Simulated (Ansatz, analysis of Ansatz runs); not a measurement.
# A defect in a sheet: V_S in monolayer PtS2, part 2 of 2

We look for the structure, spin, formation energy and gap states of neutral V_S in monolayer PtS2. Model: a cell of 48 host atoms with 1 S taken out.

Ansatz 0.2.0; plane-wave PAW DFT, LDA; supercells relaxed in a periodic cell with vacuum, the primitive cell and the final single points with the Coulomb interaction cut along the normal.

So far. Step 4 (Band edges against the vacuum level): The band edges were searched for over the zone, on the density of this mesh. The valence top lies 6.52 eV and the conduction bottom 4.77 eV below the vacuum level: a gap of 1.75 eV. Step 5 (Relaxing the neutral defect): With the common shift of the atoms taken out, the largest displacement is 0.10 Å, and the sheet with its defect is 0.08 Å thicker than the perfect one.

### Step 6. Energies and states on the vacuum scale

Level of this step: plane-wave PAW DFT, LDA, Coulomb cut-off along the normal; single point of a defect in a monolayer on the structure relaxed with LDA; PAW set soft_1 (Ansatz).

Single points with the cut-off give energies without the images along the normal, and levels against the vacuum; the images in the plane remain.

The cell differs from the one that the last finished run ended in (c 16.000 → 32.000 Å).

Input file q0.point.lda/input.yaml:

```yaml
crystal:
  lattice:
    - [14.05397762, 0.0, 0.0]
    - [-7.02698881, 12.17110164, 0.0]
    - [0.0, 0.0, 32.0]
  atoms:
    - { symbol: Pt, position: [0.08516983, 0.16773258, 0.50086767] }
    - { symbol: S, position: [0.25038311, 0.00016195, 0.53763492] }
[... 13 atom lines left out ...]
    - { symbol: Pt, position: [0.33953046, 0.41920246, 0.49837343] }
[... 1 atom line left out ...]
    - { symbol: S, position: [0.41733511, 0.33408291, 0.4611068] }
[... 1 atom line left out ...]
    - { symbol: S, position: [0.41731474, 0.58208235, 0.46108511] }
[... 6 atom lines left out ...]
    - { symbol: Pt, position: [0.58025093, 0.419166, 0.49836632] }
[... 2 atom lines left out ...]
    - { symbol: Pt, position: [0.58025078, 0.65996316, 0.49834596] }
[... 1 atom line left out ...]
    - { symbol: S, position: [0.66535279, 0.58210702, 0.46111159] }
[... 14 atom lines left out ...]
    - { symbol: S, position: [0.91605886, 0.83298185, 0.46223747] }
  periodic: [true, true, false]
basis:
  ecutwfc: 420
  xc_grid: 2
hamiltonian:
  xc: lda
  pseudopotentials: { kind: paw, azcp: { folder: soft_1 }, xc_functional: pbe }
kpoints:
  mp_grid: { grid: [2, 2, 1] }
scf:
  occupations: { method: fixed }
  max_iter: 80
output:
  forces: true
  eigenvalues: true
  eigenstates: { localisation: true }
  populations: true
  band_densities: [{ bands: [v1, v1] }, { bands: [c1, c1] }]
  write_density: true
  write_potential: true
  volumetric_format: npy
checkpoint:
  write: "../q0.point.lda.run"
  compress: false
  write_wavefunctions: false
  write_every: 100000
```

The run is started by

```bash
> ansatz run input.yaml --threads 32 --pin off --max-ram 84787MiB --backend cuda --events-out ev --progress --plain --runs-dir out --max-vram 78GiB
```

Output:

```text
[...]
Crystal: 47 atoms, lattice volume = 5473.676 Å³
Basis set: ecut = 420 eV, 107069 PW (Γ), exchange–correlation on 192×192×432 points (8 copies of the dense FFT grid, shifted against one another)
Bands: 285, of which v1, the nominal top of the filled ones, is band 237 counted from 1 (236 counted from 0)
[...]
k-points: 4
[...]
SCF iter   1: F=—  HF=-222933.008084 eV  |F-HF|=—  |Δ(HF+E_count)|=         —  Δρ=3.97e-2  dr2=1.02e2  ethr=3.10e-3  ⟨swp⟩=7.8  Hψ=6047  notcnv=0  defer=184
[...]
SCF iter  14: F=—  HF=-222911.685243 eV  |F-HF|=—  |Δ(HF+E_count)|=   1.34e-7  Δρ=1.96e-6  dr2=4.85e-7  ethr=1.82e-10  ⟨swp⟩=2.8  Hψ=1770  notcnv=0  defer=183
SCF iter  15: F=-222911.685243 eV  HF=-222911.685243 eV  |F-HF|=6.00e-9  |Δ(HF+E_count)|=   9.02e-9  Δρ=9.55e-7  dr2=4.98e-8  ethr=2.11e-11  ⟨swp⟩=51.0  Hψ=18615  notcnv=0
SCF 1 converged in 15 iterations: F = -222911.685243 eV  dr2 = 4.98e-8
[...]
SCF converged after 15 iterations
Free energy (F): -222911.685243 eV
[...]
Fermi energy:    -6.080508 eV
[...]
--- Löwdin populations: 47 sites ---
[...]
spilling = 0.008201 (of n_electrons = 474.000000)
--- Band densities, each state counted as filled ---
[...]
```

Elapsed: 10 s, on 1 × NVIDIA GB200 with 32 threads of Arm Neoverse V2, shared host; peak memory 4.9 GiB; 92 s of CPU time.

With the cut-off the largest force on the relaxed structure is 0.011 eV/Å, so the structure stays at rest.

From eigenstates.tsv, first k-point; energies on the run's zero. The participation number counts the atoms that a state is spread over, of 47; bands count from 0.

```
spin  band  energy (eV)  occupation  participation  largest share on  share
both   231       -6.683        2.00           32.9               S43   0.06
both   232       -6.665        2.00           28.5              Pt19   0.06
both   233       -6.662        2.00           32.0               S18   0.07
both   234       -6.662        2.00           32.0               S20   0.06
both   235       -6.559        2.00           21.1               S32   0.07
both   236       -6.230        2.00           19.3                S6   0.09
both   237       -5.047        0.00            9.2              Pt30   0.21
both   238       -5.046        0.00            9.2              Pt16   0.20
both   239       -4.754        0.00           34.6               S12   0.06
both   240       -4.743        0.00           33.2               S37   0.05
both   241       -4.743        0.00           33.3               S15   0.05
```

Under LDA at the first k-point of a 2×2×1 Γ-centred mesh, the highest filled state is spread over 19 of 47 atoms, and the lowest empty one, 1.18 eV above it, is spread over 9 of 47 atoms.

Formation energy from total energies, with S (S12 rings, Pnnm; not the stable S8 form) as references:

```
total moment (μB)  formation energy (eV)
                0                   2.08
                2                   2.90
```

At the limits that the elements set: 1.47 eV (Pt-rich) and 2.08 eV (S-rich); other compounds of these elements are not counted.

Levels in the gap that spread over about a quarter of the atoms at most (wider ones, and those within about 0.1 eV of an edge, are left out):

```
spin  occupation  above the perfect sheet's valence top (eV)  atoms it spreads over
both        0.00                                        1.48                    9.2
both        0.00                                        1.48                    9.2
```

### Step 7. Outcome

| Property | Result |
| --- | --- |
| valence top of the perfect sheet below vacuum | 6.52 eV |
| gap of the perfect sheet (LDA) | 1.75 eV |
| largest displacement, common shift taken out | 0.10 Å |
| atoms nearest to the centre | Pt 2.32, Pt 2.33, Pt 2.33, S 3.17, S 3.18, S 3.18 Å |
| formation energy, elements as references (LDA) | 2.08 eV |
| moment of the lowest state among those obtained | 0 μB |
| levels over 0.1 eV inside the gap, on about a quarter of the atoms or fewer | 2 |
| further levels over 0.1 eV inside the gap, spread wider | 1 |

What this shows: Under LDA the neutral defect costs 2.08 eV against the perfect sheet and the elements' reference phases, lowest with the moment held at 0 μB; the state with 2 μB lies 0.83 eV higher. 2 localised Kohn–Sham levels lie inside the gap, counting those on about a quarter of the atoms or fewer and clear of the band edges; the lowest empty one is 0.27 eV below the conduction bottom. 1 more level lies inside the gap, spread over more atoms. Limits: the images lie 14.1 Å apart in the plane; semilocal functionals make the gap too small and spread bound carriers; Kohn–Sham levels are not transition levels, and excitons, strong in sheets, are left out; spin–orbit coupling, which matters for the heavy atoms here, is left out; a free-standing sheet, no substrate.

[Logs are printed without paths, hosts, clocks, repeated set-up lines and the standing remarks that a program may print on its own settings, such as how far it seeks lower states.]

[Hosts, paths, dates, database ids (printed as entryN), source tags and the programs' standing remarks are cut or masked in the printed files.]

[Maps of the electrostatic potential energy from Ansatz leave out the sawtooth potential of an applied field or a dipole correction, so their vacuum need not be flat.]
